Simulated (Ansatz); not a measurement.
Runs of Ansatz 0.2.0 on CuI (Marshite). Symmetry: F-43m, No. 216, cubic system. Conventional cell: a = 6.063 Å, b = 6.063 Å, c = 6.063 Å, α = 90.00°, β = 90.00°, γ = 90.00°. I (site symmetry -43m) has 4 Cu at 2.63 Å as nearest neighbours. Cu (site symmetry -43m) is surrounded by 4 I at 2.63 Å. 

```csv
cell,gap on the mesh (eV),pressure (GPa)
relaxed to 5 GPa,1.42,5.0
relaxed to 20 GPa,1.93,20.0
relaxed to 30 GPa,(a),30.0
relaxed,1.17,0.0
relaxed to 10 GPa,(b),10.0
```

Alike in all rows: task relaxation of cell and atoms; level PBEsol; potentials or basis all-electron LAPW, scalar-relativistic; no spin polarisation; k mesh 8 × 8 × 8; smearing fermi-dirac 0.05 eV; basis error allowed 0.001 eV/atom.

Q: Fill in the values left out.

A: (a) 1.75; (b) 1.62.

Caveats: spin-orbit coupling is left out, which moves the levels of the heavy elements.

A k mesh can miss the band edges, and the runs leave out spin-orbit coupling on I.
